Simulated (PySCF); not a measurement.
# Sb: band structure with TPSS

Crystal: Sb.

```xyz
1
Lattice="3.0917 0.0239 0.0031 0.0239 3.1683 -0.0470 0.0031 -0.0470 3.2222" Properties=species:S:1:pos:R:3 pbc="T T T"
Sb    0.0369    0.0107    0.0382
```

The cell isn't the ideal one: cell strained at random at fixed volume.

```json
{"Program": "PySCF 2.14.0", "Task": "band structure", "Functional": "TPSS", "Potentials or basis": "DZVP-MOLOPT-GGA/GTH-GGA (UZH) (potentials made for PBE)", "k mesh": "4 × 4 × 4", "Occupations": "gaussian, width 0.27 eV", "Spin": "no spin polarisation", "Symmetry": "no", "Density cutoff": "40 Ha", "Exponents discarded below (exp_to_discard)": "0.05 1/bohr^2", "Band path": "XGY,LGZ,NGM,RG", "Potentials": "Sb GTH-GGA-q5", "conv_tol": "1e-07 Ha", "max_cycle": "60", "Coulomb method": "Gaussian density fitting (GDF)", "Grid for exchange and correlation": "uniform"}
```

```
Band gap on the k mesh : none (metal or under the smearing width)
```

Levels at the corners of the path, in eV from the Fermi level:
| point | band 1 | band 2 | band 3 | band 4 | band 5 | band 6 | band 7 |
| --- | --- | --- | --- | --- | --- | --- | --- |
| X | -10.09 | -5.21 | 4.94 | 5.67 | 9.88 | 13.75 | 14.53 |
| Γ | -12.10 | 2.84 | 3.32 | 4.00 | 7.83 | 8.22 | 21.64 |
| Y | -9.57 | -5.35 | 4.91 | 5.39 | 10.01 | 13.04 | 13.57 |
| L | -7.44 | -3.56 | -2.97 | 3.33 | 6.89 | 14.66 | 15.27 |
| Γ | -12.10 | 2.84 | 3.32 | 4.00 | 7.83 | 8.22 | 21.64 |
| Z | -7.22 | -3.43 | -3.03 | 3.34 | 6.60 | 14.57 | 14.86 |
| N | -4.86 | -1.78 | -1.41 | -1.03 | 5.68 | 6.08 | 6.37 |
| Γ | -12.10 | 2.84 | 3.32 | 4.00 | 7.83 | 8.22 | 21.64 |
| M | -9.89 | -5.27 | 4.65 | 5.82 | 9.88 | 13.18 | 14.43 |
| R | -7.79 | -3.51 | -3.12 | 3.33 | 7.37 | 15.00 | 16.05 |
| Γ | -12.10 | 2.84 | 3.32 | 4.00 | 7.83 | 8.22 | 21.64 |

Run time: 4.2 min on 2 threads of Arm Neoverse V1 (shared host), peak memory 0.68 GiB.

Caveat: the k mesh is coarse (spacing up to 0.51 Å⁻¹), so the values aren't converged; meta-GGAs need a finer uniform grid than this; spin-orbit coupling is left out, which moves the levels of the heavy elements; the basis of atomic orbitals isn't converged, which shifts pressures, moduli and gaps.
